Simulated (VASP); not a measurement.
Calculation: PBE GGA, VASP's PBE PAW potentials (set 64) (plane waves; VASP 6.6.1).

The input files of a VASP run:

**KPOINTS**
```
Automatic mesh
0
gamma
  8 8 8
0 0 0
```

**INCAR**
```
SYSTEM = LaAlO3
PREC = Accurate
ENCUT = 520
EDIFF = 1E-7
NELM = 100
ALGO = Normal
LREAL = .FALSE.
LASPH = .TRUE.
ISMEAR = 0
SIGMA = 0.01
GGA = PE
LMAXMIX = 6
LWAVE = .FALSE.
LCHARG = .FALSE.
LOPTICS = .TRUE.
NBANDS = 60
NEDOS = 1001
CSHIFT = 0.1
```

POSCAR:
```
LaAlO3
1
    3.8100000000     0.0000000000     0.0000000000
    0.0000000000     3.8100000000     0.0000000000
    0.0000000000     0.0000000000     3.8100000000
La Al O
1 1 3
Direct
  0.0000000000   0.0000000000   0.0000000000
  0.5000000000   0.5000000000   0.5000000000
  0.5000000000   0.0000000000   0.5000000000
  0.0000000000   0.5000000000   0.5000000000
  0.5000000000   0.5000000000   0.0000000000
```

POTCAR, in this order: La Al O (PBE.64 set). Program: vasp_std.

What VASP printed:

### OSZICAR
```
       N       E                     dE             d eps       ncg     rms          rms(c)
DAV:   1     0.187203557884E+03    0.18720E+03   -0.11363E+04  6592   0.806E+02
DAV:   2    -0.297896960407E+02   -0.21699E+03   -0.19230E+03  5444   0.182E+02
DAV:   3    -0.438018895871E+02   -0.14012E+02   -0.13364E+02  4672   0.420E+01
DAV:   4    -0.443049991259E+02   -0.50311E+00   -0.49923E+00  5444   0.784E+00
DAV:   5    -0.443260298835E+02   -0.21031E-01   -0.21015E-01  6212   0.131E+00    0.126E+01
DAV:   6    -0.400344791090E+02    0.42916E+01   -0.33681E+00  6516   0.113E+01    0.473E+00
DAV:   7    -0.400039764024E+02    0.30503E-01   -0.36922E-01  5712   0.241E+00    0.261E+00
DAV:   8    -0.400028140935E+02    0.11623E-02   -0.13029E-01  5240   0.133E+00    0.489E-01
DAV:   9    -0.400022704767E+02    0.54362E-03   -0.54380E-03  5200   0.301E-01    0.287E-01
DAV:  10    -0.400027375414E+02   -0.46706E-03   -0.11471E-03  5172   0.152E-01    0.141E-01
DAV:  11    -0.400025805340E+02    0.15701E-03   -0.10331E-04  6456   0.565E-02    0.279E-02
DAV:  12    -0.400025775705E+02    0.29636E-05   -0.71222E-06  6020   0.101E-02    0.195E-02
DAV:  13    -0.400025745588E+02    0.30117E-05   -0.10581E-06  6056   0.802E-03    0.578E-03
DAV:  14    -0.400025743156E+02    0.24321E-06   -0.57685E-07  5964   0.356E-03    0.798E-04
DAV:  15    -0.400025743079E+02    0.76452E-08   -0.32954E-08  4272   0.685E-04
   1 F= -.40002574E+02 E0= -.40002574E+02  d E =-.444484E-44
 imaginary and real dielectric function
```

File OUTCAR:
```
------------------------ aborting loop because EDIFF is reached ----------------------------------------
  FORCE on cell =-STRESS in cart. coord.  units (eV):
  Direction    XX          YY          ZZ          XY          YZ          ZX
  --------------------------------------------------------------------------------------
  Total        0.0388232      0.0388232      0.0388232     -0.0000000      0.0000000     -0.0000000
  in kB        1.1246737      1.1246737      1.1246737     -0.0000000      0.0000000     -0.0000000
  external PRESSURE =       1.1246737 kB  Pullay stress =       0.0000000 kB
  volume of cell :       55.31
      direct lattice vectors                 reciprocal lattice vectors
     3.810000000  0.000000000  0.000000000     0.262467192  0.000000000  0.000000000
     0.000000000  3.810000000  0.000000000     0.000000000  0.262467192  0.000000000
     0.000000000  0.000000000  3.810000000     0.000000000  0.000000000  0.262467192
 POSITION                                       TOTAL-FORCE (eV/Angst)
 -----------------------------------------------------------------------------------
      0.00000      0.00000      0.00000         0.000000      0.000000      0.000000
      1.90500      1.90500      1.90500         0.000000      0.000000      0.000000
      1.90500      0.00000      1.90500         0.000000      0.000000      0.000000
      0.00000      1.90500      1.90500         0.000000      0.000000      0.000000
      1.90500      1.90500      0.00000         0.000000      0.000000      0.000000
 -----------------------------------------------------------------------------------
    total drift:                                0.000000      0.000000      0.000000
  FREE ENERGIE OF THE ION-ELECTRON SYSTEM (eV)
  ---------------------------------------------------
  free  energy   TOTEN  =       -40.0025743079 eV

  energy  without entropy=      -40.0025743079  energy(sigma->0) =      -40.00257431

 plasma frequency squared (from intraband transitions) (eV^2)
  --------------------------------------------------------------------------------------
       0.000       0.000       0.000
       0.000       0.000      -0.000
       0.000      -0.000       0.000

 plasma frequency squared (from interband transitions, int dw w eps(2)(w)) (eV^2)
  --------------------------------------------------------------------------------------
     606.179       0.000      -0.000      -0.000      -0.000       0.000
      -0.000       0.000     606.179       0.000       0.000      -0.000
      -0.000      -0.000       0.000       0.000     606.179       0.000
```
(Selected blocks of OUTCAR.)

**OUTCAR**
```
 val. band max:        7.8694037538   @ k =   0.5000   0.5000   0.5000

 cond. band min:      11.3603776506   @ k =   0.0000   0.0000   0.0000


 Fermi energy:         7.9652211985

 k-point     1 :       0.0000    0.0000    0.0000
  band No.  band energies     occupation
      1     -22.6333      2.00000
      2     -10.1695      2.00000
      3      -8.1586      2.00000
      4      -8.1586      2.00000
      5      -6.1853      2.00000
      6      -6.1853      2.00000
      7      -6.1853      2.00000
      8       3.5165      2.00000
      9       3.5165      2.00000
     10       3.5165      2.00000
     11       6.4628      2.00000
     12       6.4628      2.00000
     13       6.4628      2.00000
     14       7.7348      2.00000
     15       7.7348      2.00000
     16       7.7348      2.00000
     17      11.3604      0.00000
     18      11.3604      0.00000
     19      12.4181      0.00000
     20      12.6453      0.00000
     21      12.6453      0.00000
     22      12.6453      0.00000
     23      12.8668      0.00000
     24      12.8668      0.00000
     25      12.8668      0.00000
     26      13.7352      0.00000
     27      13.7352      0.00000
     28      13.7352      0.00000
     29      14.4312      0.00000
     30      16.8170      0.00000
     31      23.4904      0.00000
     32      23.4904      0.00000
     33      23.4904      0.00000
     34      24.9753      0.00000
     35      24.9753      0.00000
     36      24.9753      0.00000
     37      30.2734      0.00000
     38      30.2734      0.00000
     39      30.6656      0.00000
     40      31.7061      0.00000
     41      31.7061      0.00000
     42      31.7061      0.00000
     43      33.0459      0.00000
     44      33.0459      0.00000
     45      33.0459      0.00000
     46      35.1022      0.00000
     47      35.1022      0.00000
     48      37.6885      0.00000
     49      37.6885      0.00000
     50      37.6885      0.00000
     51      40.1479      0.00000
...
```

The compound is LaAlO3 in the cubic perovskite structure, the ideal cubic form; the compound distorts at low or room temperature. The cell was not relaxed at this level.
